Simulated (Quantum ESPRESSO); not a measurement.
**Cd under changes of volume**

One of the cells (21.606 Å³/atom); the others are scaled copies at fixed shape and fractional positions:

```
CELL_PARAMETERS angstrom
3.09307 0.00000 0.00000
-1.54653 2.67868 0.00000
0.00000 0.00000 10.43074
ATOMIC_POSITIONS crystal
Cd 0.66667 0.33333 0.75000
Cd 0.00000 0.00000 0.50000
Cd 0.33333 0.66667 0.25000
Cd 0.00000 0.00000 0.00000
```

```yaml
Program: Quantum ESPRESSO 7.5
Functional: PBE
Potentials_or_basis: SSSP 1.3 efficiency PBE
Cutoff: 816 eV
Density_cutoff: 6531 eV
k_mesh: 10 × 10 × 3
Occupations: fermi-dirac, width 0.05 eV
Spin: no spin polarisation
```

| volume (Å³/atom) | energy over the lowest point (meV/atom) | pressure (GPa) |
| --- | --- | --- |
| 20.309 | ? | ? |
| 20.741 | 30.30 | 5.1 |
| 21.173 | 17.98 | 3.7 |
| 21.606 | 9.19 | 2.5 |
| 22.038 | 3.51 | 1.5 |
| 22.470 | 0.57 | 0.5 |
| 22.902 | 0.00 | -0.3 |

Q: What does the run at 20.309 Å³/atom give?

A: Energy over the lowest point 46.65 meV/atom; pressure 6.7 GPa.

Worked out: A Birch-Murnaghan fit of order 3 (a polynomial in V^(-2/3)) to the other rows has its minimum at 22.80 Å³/atom with B0 = V·E''(V) = 42 GPa and B' = 6.0 at fixed shape and positions, which overstates the stiffness. It gives 46.65 meV/atom at 20.309 Å³/atom, against the run's 46.65, and -dE/dV = 6.9 GPa, against 6.7.

Energies are extrapolated to zero smearing.
